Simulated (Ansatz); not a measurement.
The system is Cu3Au (Auricupride).

```
Au Cu
1.0
     3.74000    0.00000    0.00000
     0.00000    3.74000    0.00000
     0.00000    0.00000    3.74000
Au Cu
1 3
Cartesian
  0.0000 0.0000 0.0000
  1.8700 1.8700 0.0000
  1.8700 0.0000 1.8700
  0.0000 1.8700 1.8700
```

Below is the output of Ansatz 0.2.0 for this cell. Logs are shortened: lines on timing, memory, paths and dates and some standing lists are left out, and cuts for length are marked.

```text
Warning: RAYON_NUM_THREADS=2 ignored (pool sized by the plan → 2); use --threads N
Engine: ansatz 0.2.0, x86_64-unknown-linux-gnu
Pseudopotentials: kind: paw
Pseudopotential: Au, paw, valence charge 19, recommended cutoff 420 eV (normal), Au.paw.azcp
Pseudopotential: Cu, paw, valence charge 19, recommended cutoff 420 eV (normal), Cu.paw.azcp
Functional definition: PBE
  parameter kappa = 0.804
  parameter beta = 0.06672455060314922
  exchange = pbe_x(kappa = kappa, mu = beta*pi^2/3)
  correlation = pbe_c(beta = beta)
Crystal: 4 atoms, lattice volume = 52.314 Å³
Basis set: ecut = 420 eV, 1021 PW (Γ), exchange–correlation on 50×50×50 points (8 copies of the dense FFT grid, shifted against one another)
Bands: 46, of which v1, the nominal top of the filled ones, is band 38 counted from 1 (37 counted from 0)
Symmetry: 48 space group operations
Space group: Pm-3m (ITA 221), of the structure as read, at distance tolerance 3.7e-5 Å
k-points: 20 of 343
Non-local potential: Au, projectors of the file, l = 0: 3, l = 1: 2, l = 2: 2, l = 3: 1
Non-local potential: Cu, projectors of the file, l = 0: 3, l = 1: 2, l = 2: 3, l = 3: 1
PAW form: soft (Blöchl's): semilocal exchange-correlation on the pseudo side does not see the compensation charge
PAW one-centre angular grid: Au, 590 points (default); XC on 64 Gauss nodes
PAW one-centre angular grid: Cu, 590 points (default); XC on 64 Gauss nodes
Initial density: superposition of atomic densities (neutral atoms: chi_scale 0, normalization atom), corrected by the library's trained network
Initial wavefunctions: pseudopotential atomic-orbital guess
[... 14 lines left out ...]
Internal energy: -33024.980163 eV  (E = F + TS)
E sigma→0 (E₀):  -33024.981075 eV
Entropy (-TS):   -0.001824 eV (-0.456 meV/atom)
Fermi energy:    18.131565 eV
--- Per-component energies (eV) ---
  E_band       = -1253.347016
  E_kinetic    = 1504.968803
  E_local      = -14015.702388  (includes V_loc(G=0)·N_el)
  E_nonlocal   = 1249.891557
  E_hartree    = 6179.039097
  E_xc         = -496.889476
  E_vxc        = -622.292991  (∫ρ·V_xc dr)
  E_paw        = -14701.177370  (= ΣΔE_a)
  E_vpaw       = -1728.295963  (= ΣTr[D̂ρ^β])
  E_aug_tail   = 0.002033  (compensation charges beyond the density's cutoff)
  E_ewald      = -12745.112420
  E_smearing   = -0.001824  (= −TS)
  E_closure    = -0.000000  (closes the sum)
  Σ components = -33024.981987   (vs F -33024.981987, Δ=0.00e0)
--- Forces (eV/Å), atoms counted from 1 ---
  atom   1  Au    -0.00000000    -0.00000000     0.00000000
  atom   2  Cu     0.00000000    -0.00000000     0.00000000
  atom   3  Cu     0.00000000    -0.00000000     0.00000000
  atom   4  Cu     0.00000000    -0.00000000    -0.00000000
  max |Σ_I F_I| component: 2.72e-28 eV/Å
--- Stress (GPa, compression-positive) ---
        5.011219       0.000000       0.000000
       -0.000000       5.011219       0.000000
        0.000000       0.000000       5.011219
  P = ⅓ Tr σ = 5.0112 GPa (50.112 kbar)
--- Band table (eV; the first three rows and the last of 20) ---
  k-point 0: bands = ["-94.2262", "-94.2179", "-94.2179", "-87.8344", "-51.6270", "-51.6270", "-51.6270", "-51.5985", "-51.5985", "-51.5985", "-51.5778", "-51.5778", "-51.5778", "-39.2585", "-39.2585", "-39.2585", "8.4712", "11.7582", "11.7582", "12.5990", "12.5990", "12.5990", "13.6134", "15.0793", "15.0793", "15.0793", "15.9516", "15.9516", "16.5491", "16.5915", "16.5915", "16.6983", "16.6983", "16.6983", "16.8465", "16.8465", "16.8465", "19.4278", "19.4278", "19.4278", "24.2509", "25.7703", "25.7703", "29.2068", "29.2068", "29.2068"]
  k-point 1: bands = ["-94.2259", "-94.2182", "-94.2179", "-87.8344", "-51.6257", "-51.6257", "-51.6247", "-51.5989", "-51.5989", "-51.5986", "-51.5803", "-51.5789", "-51.5789", "-39.2594", "-39.2585", "-39.2585", "8.7177", "11.8498", "11.8737", "12.6491", "12.6586", "12.6586", "13.6723", "15.0137", "15.1270", "15.1270", "15.8665", "15.9812", "16.3120", "16.3120", "16.4701", "16.4860", "16.5446", "16.6436", "16.6436", "16.6985", "16.8461", "18.1923", "20.1431", "20.1431", "24.7004", "25.6833", "27.0215", "28.8368", "28.9248", "28.9248"]
  k-point 2: bands = ["-94.2249", "-94.2192", "-94.2179", "-87.8344", "-51.6222", "-51.6222", "-51.6180", "-51.6000", "-51.6000", "-51.5987", "-51.5871", "-51.5812", "-51.5812", "-39.2614", "-39.2586", "-39.2586", "9.4189", "12.0739", "12.0882", "12.7728", "12.8191", "12.8191", "13.8210", "14.8551", "15.2059", "15.2059", "15.5689", "15.6303", "15.6303", "16.0622", "16.1841", "16.2392", "16.3490", "16.3490", "16.3608", "16.4559", "16.6988", "16.8453", "21.6202", "21.6202", "25.0719", "25.4656", "27.3918", "27.3918", "27.9507", "28.2362"]
  k-point 19: bands = ["-94.2209", "-94.2205", "-94.2205", "-87.8343", "-51.6385", "-51.6219", "-51.6218", "-51.6218", "-51.5831", "-51.5831", "-51.5824", "-51.5801", "-51.5801", "-39.2616", "-39.2615", "-39.2615", "11.7192", "11.7945", "11.7945", "12.8583", "13.7009", "13.7009", "14.9191", "15.0529", "15.0529", "15.2749", "15.2749", "15.3500", "15.9333", "16.0032", "16.0032", "16.3097", "16.5271", "16.5271", "16.5727", "16.6187", "16.6187", "17.7621", "17.7621", "17.8088", "21.1968", "22.5478", "22.5478", "23.3303", "35.5369", "35.5369"]
```

Question: What input gives this log?

Answer: Single point with PBE, no spin polarisation. The files as run (others can give the same):

input.yaml
```yaml
crystal:
  lattice:
    - [3.74, 0.0, 0.0]
    - [0.0, 3.74, 0.0]
    - [0.0, 0.0, 3.74]
  atoms:
    - { symbol: Au, position: [0.0, 0.0, 0.0] }
    - { symbol: Cu, position: [0.5, 0.5, 0.0] }
    - { symbol: Cu, position: [0.5, 0.0, 0.5] }
    - { symbol: Cu, position: [0.0, 0.5, 0.5] }
hamiltonian:
  xc: pbe
  pseudopotentials: { kind: paw }
kpoints:
  mp_grid: { grid: [7, 7, 7] }
scf:
  occupations: { method: gaussian, width: 0.026 }
output:
  forces: true
  stress: true
  eigenvalues: true
```

Potentials or basis: Ansatz PAW.
The run is started by
```sh
$ ansatz run input.yaml --threads 2 --pin off --max-ram 5632MiB --backend cpu --events-out ev --progress --plain --runs-dir out
```
